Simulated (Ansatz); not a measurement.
Runs of Ansatz 0.2.0 on Ir. The typed cell holds 2 atoms: a = 2.751 Å, b = 2.751 Å, c = 4.462 Å, α = 90.00°, β = 90.00°, γ = 120.00°. This isn't the form of Ir at room conditions, which is fcc.

```tsv
level	cell	target pressure (GPa)	gap on the mesh (eV)	pressure (GPa)	relaxed volume (Å³/atom)
PBE+D4	relaxed from: all atoms moved at random, sigma 0.02 Å a component	-	none	0.0	14.20
LDA	relaxed from: all atoms moved at random, sigma 0.02 Å a component	-	none	0.0	13.91
PBE	relaxed from: all atoms moved at random, sigma 0.02 Å a component	-	none	0.0	14.57
LDA	relaxed to 2 GPa from: all atoms moved at random, sigma 0.02 Å a component	2	none	2.0	-
LDA	relaxed to 5 GPa from: all atoms moved at random, sigma 0.02 Å a component	5	none	5.0	-
PBE+D3(BJ)	relaxed from: all atoms moved at random, sigma 0.02 Å a component	-	none	0.0	(a)
```

Alike in all rows: task relaxation of cell and atoms; potentials or basis Ansatz PAW; no spin polarisation; k mesh 11 × 11 × 6; cutoff (eV) 420; smearing fermi-dirac 0.05 eV.

Question: Fill in the values left out.

Answer: (a) 14.23.

Caveats: the plane-wave basis is chosen anew once the cell has moved, so the energies of steps on either side of that aren't comparable; the PAW data sets come from PBE, with cores solved anew for the run's functional, which leaves a small shift of forces and pressure (some runs); pairwise dispersion overbinds metals, which lowers pressure and volume (some runs).

A k mesh can miss the band edges, and the runs leave out spin-orbit coupling on Ir.

A gap of «none» marks a metal or a gap under the smearing width.
